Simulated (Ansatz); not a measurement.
# Sn: a surface, (110), 3 layers, part 2 of 2

Aim: cut a slab of Sn (110), 3 layers from the relaxed bulk, relax it, and get surface energy and work function. The runs shown use LAPW. Companion runs by PAW are cited. Its runs: bulk in the slab's orientation (LAPW); the reference run (LAPW); atoms relaxed (LAPW); no images along the normal (LAPW).

Ansatz 0.2.0; DFT PBE; a cell built from a prototype (diamond type), not taken from measurement.

**5. Atoms relaxed, LAPW**

Contents of input.yaml:

```yaml
crystal:
  lattice:
    - [4.7064645878, 0.0, 0.0]
    - [0.0, 6.6559460509, 0.0]
    - [0.0, 0.0, 20.7065]
  atoms:
    - { symbol: Sn, position: [0.75, 0.1198652725, 0.3879948784] }
    - { symbol: Sn, position: [0.25, 0.8801347275, 0.3879948784] }
    - { symbol: Sn, position: [0.25, 0.6248020285, 0.4999999976] }
    - { symbol: Sn, position: [0.75, 0.3751979715, 0.4999999976] }
    - { symbol: Sn, position: [0.75, 0.1198652749, 0.6120051241] }
    - { symbol: Sn, position: [0.25, 0.8801347251, 0.6120051241] }
kpoints:
  mp_grid: { grid: [7, 5, 1] }
scf:
  occupations: { method: fermi_dirac, width: 0.02 }
hamiltonian:
  xc: pbe
  pseudopotentials: { kind: all_electron, lapw: { basis_error: 0.001 } }
output:
  forces: true
  stress: true
  eigenvalues: true
relax:
  f_tol: 0.01
  max_steps: 12
efield:
  axis: 3
  amplitude: 0
  dipole_correction: true
```

Started as:

```console
ansatz run input.yaml --threads 2 --pin off --max-ram 4096MiB --backend cpu --events-out ev --progress --plain --runs-dir out
```

Output:

```text
The last accepted step is kept in <dir> (removed where the run ends without a failure and the disk answers)
LAPW: plane waves up to 8.363 Å⁻¹, error target 1.0e-3 eV per atom; small_component_spin mean_spin; Sn in spheres of 1.379 Å, 22 of its electrons in bands, Dirac shells []
Engine: ansatz 0.2.0
Pseudopotentials: kind: all_electron
Pseudopotential: Sn, LAPW, valence charge 22, Koelling and Harmon's equation, gaussian nucleus
Functional definition: PBE
  parameter kappa = 0.804
  parameter beta = 0.06672455060314922
  exchange = pbe_x(kappa = kappa, mu = beta*pi^2/3)
  correlation = pbe_c(beta = beta)
Crystal: 6 atoms, lattice volume = 648.651 Å³
Basis set: ecut = 266.4648202534966 eV, 6395 PW (Γ), exchange–correlation at level 2
Bands: 80, of which v1, the nominal top of the filled ones, is band 66 counted from 1 (65 counted from 0)
Symmetry: 4 space group operations
k-points: 12 of 35
Non-local potential: Sn, projectors of the file, none
Initial density: superposition of atomic densities (neutral atoms: chi_scale 0, normalization atom)
Initial wavefunctions: plane waves of lowest kinetic energy (no species holds an atomic orbital)
Functional: x = pbe(κ = 0.804, μ = 0.2195149727645171), c = pbe(β = 0.06672455060314922)
iter 1 solved again at ethr=8.84e-4 eV; its pass at ethr=1.00e-1 eV (dr2=1.17e0 eV) is discarded
SCF iter   1: F=—  HF=-1008534.241524 eV  |F-HF|=—  |Δ(HF+E_count)|=         —  Δρ=8.95e-3  dr2=1.17e0  ethr=8.84e-4  p=0.000 e·Å  D=1.91e-14 V/Å  ΔV_dip=-0.00 eV  dr2_dipole=6.48e-15  V_vac-E_F(+/−)=5.03/5.03 eV  ⟨swp⟩=3.3  Hψ=6151  notcnv=0
efield: sawtooth ramp at fractional position 0.9500 (placed from the atoms, in the widest stretch of the axis that holds none; the zero of the levels goes with the place), width 0.1000; the density the first Hamiltonian is built on has a dipole p = 0.000 e·Å; the dipole correction subtracts the counter field D = 6.41e-14 V/Å, which shifts the + side's vacuum level by -0.00 eV against the − side's; the planar-averaged density in the ramp window peaks in size at 1.4e-6 e/Å³
preconditioner: auto → LDOS  [metal: Δε(μ)=0.027 eV  Ē_g=19.773 eV  σ=0.020 eV  W_gap=0.32  n_scr=106 (ndim 8)  ℏωp=13.4 eV  f_vac=0.623  D(μ)=10.41/eV (n_scr^D=54)  β→1.0]
SCF iter   2: F=—  HF=-1008534.059599 eV  |F-HF|=—  |Δ(HF+E_count)|=   1.82e-1  Δρ=3.44e-3  dr2=2.95e-1  ethr=8.84e-4  p=0.000 e·Å  D=8.72e-10 V/Å  ΔV_dip=-0.00 eV  dr2_dipole=5.02e-16  V_vac-E_F(+/−)=4.71/4.71 eV  ⟨swp⟩=3.0  Hψ=3032  notcnv=0
SCF iter   3: F=—  HF=-1008534.045975 eV  |F-HF|=—  |Δ(HF+E_count)|=   1.36e-2  Δρ=1.20e-3  dr2=6.11e-2  ethr=2.24e-4  p=0.000 e·Å  D=9.02e-10 V/Å  ΔV_dip=-0.00 eV  dr2_dipole=6.93e-16  V_vac-E_F(+/−)=4.48/4.48 eV  ⟨swp⟩=3.2  Hψ=3002  notcnv=0
SCF iter   4: F=—  HF=-1008534.011583 eV  |F-HF|=—  |Δ(HF+E_count)|=   3.44e-2  Δρ=5.98e-4  dr2=8.89e-3  ethr=4.63e-5  p=0.000 e·Å  D=2.24e-10 V/Å  ΔV_dip=-0.00 eV  dr2_dipole=1.37e-16  V_vac-E_F(+/−)=4.36/4.36 eV  ⟨swp⟩=3.2  Hψ=3030  notcnv=0
SCF iter   5: F=—  HF=-1008534.007572 eV  |F-HF|=—  |Δ(HF+E_count)|=         —  Δρ=2.68e-4  dr2=2.06e-3  ethr=6.73e-6  p=0.000 e·Å  D=4.26e-11 V/Å  ΔV_dip=-0.00 eV  dr2_dipole=1.72e-17  V_vac-E_F(+/−)=4.30/4.30 eV  ⟨swp⟩=3.0  Hψ=2875  notcnv=0
the basis was enlarged: its passes take 215.0 KiB over the memory plan, 2 of 2 planned eigensolver slots
SCF iter   6: F=—  HF=-1008534.007579 eV  |F-HF|=—  |Δ(HF+E_count)|=   7.27e-6  Δρ=1.31e-4  dr2=4.18e-4  ethr=1.56e-6  p=-0.000 e·Å  D=-2.06e-10 V/Å  ΔV_dip=0.00 eV  dr2_dipole=7.72e-18  V_vac-E_F(+/−)=4.24/4.24 eV  ⟨swp⟩=3.0  Hψ=2963  notcnv=0
iter 7 solved again at ethr=1.47e-8 eV; its pass at ethr=3.17e-7 eV (dr2=1.94e-5 eV) is discarded
SCF iter   7: F=—  HF=-1008534.007365 eV  |F-HF|=—  |Δ(HF+E_count)|=   2.14e-4  Δρ=4.49e-5  dr2=1.94e-5  ethr=1.47e-8  p=-0.000 e·Å  D=-2.92e-10 V/Å  ΔV_dip=0.00 eV  dr2_dipole=8.78e-20  V_vac-E_F(+/−)=4.22/4.22 eV  ⟨swp⟩=2.1  Hψ=4724  notcnv=0
iter 8 did not close the SCF: its close was put off until two iterations running show no level that it waits for move by more than its bar (scf_convergence_deferred on its scf_iter line)
SCF iter   8: F=-1008534.007389 eV  HF=-1008534.007390 eV  |F-HF|=5.05e-7  |Δ(HF+E_count)|=   2.49e-5  Δρ=1.05e-5  dr2=1.26e-6  ethr=1.47e-8  p=-0.000 e·Å  D=-3.13e-10 V/Å  ΔV_dip=0.00 eV  dr2_dipole=3.37e-20  V_vac-E_F(+/−)=4.21/4.21 eV  ⟨swp⟩=3.0  Hψ=2835  notcnv=0
SCF iter   9: F=-1008534.007390 eV  HF=-1008534.007390 eV  |F-HF|=3.43e-8  |Δ(HF+E_count)|=   3.64e-7  Δρ=4.54e-6  dr2=1.45e-7  ethr=9.53e-10  p=-0.000 e·Å  D=-3.18e-10 V/Å  ΔV_dip=0.00 eV  dr2_dipole=4.81e-21  V_vac-E_F(+/−)=4.21/4.21 eV  ⟨swp⟩=3.0  Hψ=2826  notcnv=0
SCF 1 converged in 9 iterations: F = -1008534.007390 eV  dr2 = 1.45e-7
relax step   1: F+E_penalty+E_count = -1008534.00739014 eV  Δ(F+E_penalty+E_count) = +0.000e0 eV  max|allowed force component| = 1.617e-3 eV/Å  Δτ_max = 0.0000 Å  (9 SCF iters, dr2 threshold 2.50e-6 eV, accepted)
Initial density: handed on by an earlier stage of this run
Initial wavefunctions: those handed on with the density
iter 1 solved again at ethr=1.09e-10 eV; its pass at ethr=1.00e-1 eV (dr2=1.44e-7 eV) is discarded
SCF iter   1: F=—  HF=-1008534.007390 eV  |F-HF|=—  |Δ(HF+E_count)|=         —  Δρ=4.40e-6  dr2=1.44e-7  ethr=1.09e-10  p=-0.000 e·Å  D=-3.18e-10 V/Å  ΔV_dip=0.00 eV  dr2_dipole=4.46e-21  V_vac-E_F(+/−)=4.21/4.21 eV  ⟨swp⟩=2.0  Hψ=3825  notcnv=0
efield: sawtooth ramp at fractional position 0.9500 (handed on by an earlier solve), width 0.1000; the density the first Hamiltonian is built on has a dipole p = -0.000 e·Å; the dipole correction subtracts the counter field D = -3.19e-10 V/Å, which shifts the + side's vacuum level by +0.00 eV against the − side's; the planar-averaged density in the ramp window peaks in size at 4.7e-7 e/Å³
preconditioner: auto → LDOS  [metal: Δε(μ)=0.035 eV  Ē_g=19.665 eV  σ=0.020 eV  W_gap=0.41  n_scr=106 (ndim 8)  ℏωp=13.4 eV  f_vac=0.637  D(μ)=6.12/eV (n_scr^D=18)  β→1.0]
SCF iter   2: F=—  HF=-1008534.007390 eV  |F-HF|=—  |Δ(HF+E_count)|=   2.47e-7  Δρ=2.63e-6  dr2=9.45e-8  ethr=1.09e-10  p=-0.000 e·Å  D=-3.21e-10 V/Å  ΔV_dip=0.00 eV  dr2_dipole=3.54e-21  V_vac-E_F(+/−)=4.21/4.21 eV  ⟨swp⟩=3.0  Hψ=2829  notcnv=0
iter 3 solved again at ethr=5.08e-12 eV; its pass at ethr=7.16e-11 eV (dr2=6.70e-9 eV) is discarded
SCF iter   3: F=-1008534.007390 eV  HF=-1008534.007390 eV  |F-HF|=2.21e-9  |Δ(HF+E_count)|=   1.21e-7  Δρ=7.70e-7  dr2=6.68e-9  ethr=5.08e-12  p=-0.000 e·Å  D=-3.22e-10 V/Å  ΔV_dip=0.00 eV  dr2_dipole=5.91e-22  V_vac-E_F(+/−)=4.21/4.21 eV  ⟨swp⟩=2.0  Hψ=4679  notcnv=0
SCF 2 converged in 3 iterations: F = -1008534.007390 eV  dr2 = 6.68e-9
relax step   2: F+E_penalty+E_count = -1008534.00739027 eV  Δ(F+E_penalty+E_count) = -1.335e-7 eV  max|allowed force component| = 1.591e-3 eV/Å  Δτ_max = 0.0000 Å  (3 SCF iters, accepted)
SCF converged after 3 iterations
Free energy (F): -1008534.007390 eV
Harris-Foulkes:  -1008534.007390 eV  (|F-HF|=2.21e-9)
Internal energy: -1008533.999660 eV  (E = F + TS)
E sigma→0 (E₀):  -1008534.003525 eV
Entropy (-TS):   -0.007730 eV (-1.288 meV/atom)
Fermi energy:    0.279636 eV
Dipole field:    D = -0.000000 V/Å  (p = -0.000000 e·Å, saw-weighted, corrected)
Work function:   Φ+ = 4.2136 eV   Φ− = 4.2136 eV
Levels:          The Fermi level and band energies are counted from a zero that moves with the ramp; work functions are not
--- Per-component energies (eV) ---
  E_band       = -5956.647623
  E_kinetic    = 1060698.762095
  E_xc         = -26981.128035
  E_efield     = 0.000000  (sawtooth field / dipole correction)
  E_electrostatic = -2042251.633720  (all electrons and nuclei)
  E_smearing   = -0.007730  (= −TS)
  E_closure    = 0.000000  (closes the sum)
  E_atoms      = -1008513.662075  (free atoms, spherical and without spin; not in F)
  Σ components = -1008534.007390   (vs F -1008534.007390, Δ=0.00e0)
  Basis errors (estimates in eV, not in F): energy 4.8e-4 per atom: plane waves 4.5e-4 (2.7e-4 summed), levels above the bands 9.9e-110, relativity 7.2e-8, radial functions 3.6e-5, core shells 6.9e-8; eigenvalues (radial functions only) 1.0e-7; not estimated: angular momenta, meshes, grids; target (lapw.basis_error) 1.0e-3; muffin-tin radii Sn 1.379 Å
--- Forces (eV/Å), atoms counted from 1 ---
  atom   1  Sn     0.00000000     0.00078704     0.00129015
  atom   2  Sn     0.00000000    -0.00078704     0.00129015
  atom   3  Sn     0.00000000     0.00159138     0.00000031
  atom   4  Sn     0.00000000    -0.00159138     0.00000031
  atom   5  Sn     0.00000000     0.00078719    -0.00129047
  atom   6  Sn     0.00000000    -0.00078719    -0.00129047
  max |Σ_I F_I| component: 8.75e-12 eV/Å
--- Stress (GPa, compression-positive) ---
        0.136093       0.000000       0.000000
        0.000000       0.097115       0.000000
        0.000000       0.000000      -0.002180
  P = ⅓ Tr σ = 0.0770 GPa (0.770 kbar)
--- Band table (eV; the first three rows and the last of 12) ---
  k-point 0: bands = ["-129.0579", "-129.0569", "-129.0161", "-129.0161", "-129.0149", "-129.0148", "-84.8704", "-84.8692", "-84.8323", "-84.8308", "-84.8297", "-84.8284", "-84.8276", "-84.8253", "-84.8211", "-84.8206", "-84.7995", "-84.7995", "-84.7946", "-84.7945", "-84.7721", "-84.7721", "-84.7581", "-84.7581", "-21.2756", "-21.2571", "-21.2418", "-21.2196", "-21.2078", "-21.1980", "-21.1534", "-21.1466", "-21.1439", "-21.1389", "-21.1103", "-21.0844", "-21.0672", "-21.0576", "-21.0470", "-21.0300", "-21.0257", "-20.9663", "-20.9489", "-20.9473", "-20.9472", "-20.9337", "-20.9180", "-20.9123", "-20.9016", "-20.8869", "-20.8645", "-20.8436", "-20.8137", "-20.8109", "-9.3695", "-8.2830", "-7.2589", "-6.3023", "-4.5160", "-2.1100", "-2.0619", "-1.8711", "-1.5459", "-0.7130", "-0.1308", "0.1204", "0.6823", "1.3863", "1.4651", "1.8331", "2.1342", "2.9964", "3.1068", "3.7785", "4.0418", "4.2286", "4.6354", "4.6535", "4.8261", "5.7205"]
  k-point 1: bands = ["-129.0579", "-129.0569", "-129.0161", "-129.0161", "-129.0149", "-129.0148", "-84.8704", "-84.8692", "-84.8323", "-84.8307", "-84.8297", "-84.8287", "-84.8276", "-84.8251", "-84.8211", "-84.8207", "-84.7995", "-84.7995", "-84.7946", "-84.7946", "-84.7721", "-84.7721", "-84.7581", "-84.7581", "-21.2706", "-21.2549", "-21.2390", "-21.2163", "-21.2154", "-21.1997", "-21.1735", "-21.1472", "-21.1444", "-21.1171", "-21.1098", "-21.0845", "-21.0737", "-21.0724", "-21.0613", "-21.0146", "-21.0040", "-20.9684", "-20.9673", "-20.9403", "-20.9403", "-20.9240", "-20.9159", "-20.9144", "-20.9096", "-20.8793", "-20.8641", "-20.8485", "-20.8150", "-20.8146", "-9.2592", "-8.2618", "-7.7527", "-5.7329", "-4.6897", "-2.7732", "-1.7867", "-1.4348", "-1.3172", "-0.6998", "-0.1287", "-0.0488", "0.7719", "1.0641", "1.4899", "1.6592", "2.0202", "3.0415", "3.4083", "4.0114", "4.1671", "4.3775", "4.4525", "4.8203", "5.1190", "5.1221"]
  k-point 2: bands = ["-129.0579", "-129.0569", "-129.0161", "-129.0161", "-129.0149", "-129.0148", "-84.8704", "-84.8692", "-84.8323", "-84.8304", "-84.8297", "-84.8293", "-84.8276", "-84.8247", "-84.8211", "-84.8209", "-84.7995", "-84.7994", "-84.7946", "-84.7946", "-84.7721", "-84.7721", "-84.7581", "-84.7581", "-21.2578", "-21.2506", "-21.2336", "-21.2322", "-21.2100", "-21.2032", "-21.1906", "-21.1483", "-21.1458", "-21.1091", "-21.0934", "-21.0933", "-21.0845", "-21.0830", "-21.0701", "-20.9928", "-20.9810", "-20.9801", "-20.9703", "-20.9525", "-20.9324", "-20.9269", "-20.9192", "-20.9084", "-20.8929", "-20.8774", "-20.8632", "-20.8587", "-20.8215", "-20.8172", "-8.9341", "-8.4142", "-8.2259", "-4.9252", "-4.8949", "-3.6200", "-1.1875", "-1.1161", "-0.7104", "-0.6779", "-0.6349", "-0.0169", "0.2500", "0.6425", "1.6167", "1.7968", "2.0754", "2.8838", "4.0322", "4.0548", "4.1913", "4.4032", "4.7651", "5.0143", "5.1405", "5.2451"]
  k-point 11: bands = ["-129.0575", "-129.0573", "-129.0156", "-129.0156", "-129.0153", "-129.0153", "-84.8699", "-84.8697", "-84.8312", "-84.8305", "-84.8289", "-84.8287", "-84.8284", "-84.8276", "-84.8204", "-84.8203", "-84.7983", "-84.7982", "-84.7973", "-84.7972", "-84.7659", "-84.7659", "-84.7629", "-84.7629", "-21.2692", "-21.2663", "-21.2637", "-21.2615", "-21.1930", "-21.1776", "-21.1707", "-21.1471", "-21.1139", "-21.1004", "-21.0931", "-21.0917", "-21.0638", "-21.0591", "-21.0331", "-21.0212", "-21.0102", "-20.9929", "-20.9899", "-20.9753", "-20.9745", "-20.9626", "-20.9198", "-20.9059", "-20.8814", "-20.8753", "-20.8351", "-20.8208", "-20.8145", "-20.8020", "-8.0279", "-7.7913", "-7.0589", "-6.2544", "-5.8506", "-5.5347", "-2.1206", "-1.9769", "-1.6440", "-1.3683", "-0.7907", "-0.1328", "0.4773", "0.7875", "2.0719", "2.7467", "3.0949", "3.6497", "4.0914", "4.5361", "4.6005", "5.2357", "5.2698", "5.4906", "5.6543", "5.7799"]
--- Relaxed structure (2 steps of the walk, 2 accepted, 0 SCFs on fresh bases) ---
  F+E_penalty+E_count = -1008534.00739027 eV   max|allowed force component| = 1.591e-3 eV/Å
  atoms:
    - { symbol: Sn, position: [0.75, 0.1198652725, 0.3879948784] }
    - { symbol: Sn, position: [0.25, 0.8801347275, 0.3879948784] }
    - { symbol: Sn, position: [0.25, 0.6248020285, 0.4999999976] }
    - { symbol: Sn, position: [0.75, 0.37519797149999995, 0.4999999976] }
    - { symbol: Sn, position: [0.75, 0.1198652749, 0.6120051241] }
    - { symbol: Sn, position: [0.25, 0.8801347250999999, 0.6120051241] }
```

Wall time 5.4 min (2 threads of Arm Neoverse V1, shared host); peak memory 1.4 GiB.

Step by step:

| step | energy from step 1 (eV/cell) | largest force component (eV/Å) |
| --- | --- | --- |
| 1 | 0.0000 | 0.0016 |
| 2 | 0.0000 | 0.0016 |

Step 1 is the start. Step 2 solves the same geometry again.

This run gives: no gap; work function 4.21 eV.

**6. No images along the normal, LAPW**

Changes to input.yaml since step 5:

```diff
@@ -12,2 +12,3 @@
     - { symbol: Sn, position: [0.25, 0.8801347251, 0.6120051241] }
+  periodic: [true, true, false]
 kpoints:
@@ -23,8 +24 @@
   eigenvalues: true
-relax:
-  f_tol: 0.01
-  max_steps: 12
-efield:
-  axis: 3
-  amplitude: 0
-  dipole_correction: true
```

Started as:

```console
ansatz run input.yaml --threads 2 --pin off --max-ram 4096MiB --backend cpu --events-out ev --progress --plain --runs-dir out
```

Output, shortened:

```text
Warning: crystal.periodic: the lattice vector that does not repeat stood 0.000° off the slab's normal, 20.706 Å along it as the deck builds it. The run solves the slab on a vector along the normal, 33.077 Å long, with every atom where it was (on the deck's vector they left 16.07 Å outside [...]
LAPW: plane waves up to 8.054 Å⁻¹, error target 1.0e-3 eV per atom; small_component_spin mean_spin; Sn in spheres of 1.422 Å, 22 of its electrons in bands, Dirac shells []
[...]
[... 3 set-up lines as earlier in the session ...]
[...]
Crystal: 6 atoms, lattice volume = 1036.167 Å³
Basis set: ecut = 247.1450632348021 eV, 9109 PW (Γ), exchange–correlation at level 2
Bands: 80, of which v1, the nominal top of the filled ones, is band 66 counted from 1 (65 counted from 0)
Symmetry: 8 space group operations
Space group: Pmma (ITA 51), of the structure as read, at distance tolerance 1.0e-4 Å
k-points: 12 of 35
[...]
SCF iter  10: F=-1008534.007628 eV  HF=-1008534.007628 eV  |F-HF|=5.15e-8  |Δ(HF+E_count)|=   2.44e-8  Δρ=8.09e-7  dr2=1.13e-8  ethr=8.17e-11  ⟨swp⟩=3.0  Hψ=2752  notcnv=0
[...]
SCF converged after 10 iterations
Free energy (F): -1008534.007628 eV
[...]
E sigma→0 (E₀):  -1008534.003763 eV
Entropy (-TS):   -0.007730 eV (-1.288 meV/atom)
Fermi energy:    -4.213698 eV
[...]
--- Forces (eV/Å), atoms counted from 1 ---
  atom   1  Sn     0.00000000     0.00069138     0.00140619
  atom   2  Sn     0.00000000    -0.00069138     0.00140619
  atom   3  Sn     0.00000000     0.00162584     0.00000000
  atom   4  Sn     0.00000000    -0.00162584    -0.00000000
  atom   5  Sn     0.00000000     0.00069138    -0.00140619
  atom   6  Sn     0.00000000    -0.00069138    -0.00140619
[...]
--- 2D stress c σ (N/m, compression-positive) ---
        0.281513      -0.000000       0.000000
       -0.000000       0.200916       0.000000
        0.000000       0.000000       0.000000
  P = ½ c Tr σ = 0.2412 N/m
--- Band table (eV; the first three rows and the last of 12) ---
[...]
  the weakly bound empty levels are not read free of the cell's end (augmented_plane_waves)
```

Run time: 2.2 min. Hardware: 2 threads of Arm Neoverse V1, shared host; peak memory 2.8 GiB.

In short: no gap.

**7. All runs together**

The PAW rows are taken from companion runs at the same settings.

| run | surface energy (J/m²) | work function (eV; upper / lower face where they differ) | gap (eV) | largest force (eV/Å) | time |
| --- | --- | --- | --- | --- | --- |
| Slab as cut, LAPW | 0.668 | 4.20 | none | 0.251 | 2.9 min |
| Atoms relaxed, LAPW | 0.662 | 4.21 | none | 0.002 | 5.4 min |
| No images along the normal, LAPW | 0.662 | – | none | 0.002 | 2.2 min |
| Slab as cut, PAW | 0.668 | 4.20 | none | 0.252 | 23 s |
| Atoms relaxed, PAW | 0.663 | 4.21 | none | 0.001 | 72 s |
| No images along the normal, PAW | 0.663 | – | none | 0.001 | 19 s |
| Core holes in 3d of Sn, PAW | – | – | none | 0.001 | 67 s |

Surface energy: (F of the slab less that of as many bulk atoms) over twice the area, the bulk computed in the slab's orientation.

**8. Results**

What follows sums up all 2 parts.

```
                      quantity          value
surface energy (LAPW, relaxed)      0.66 J/m²
 work function (LAPW, relaxed)        4.21 eV
    outer layer spacing (LAPW)  2.35 → 2.32 Å
 surface energy (PAW, relaxed)      0.66 J/m²
  work function (PAW, relaxed)        4.21 eV
     outer layer spacing (PAW)  2.35 → 2.32 Å
```

**Reading.** By LAPW the surface costs 0.67 J/m² as cut and 0.66 J/m² relaxed. The outermost spacing changes by -1.4 % (LAPW). The outermost spacing changes by -1.4 % (PAW). Thickness wasn't converged, and no reconstruction was sought.
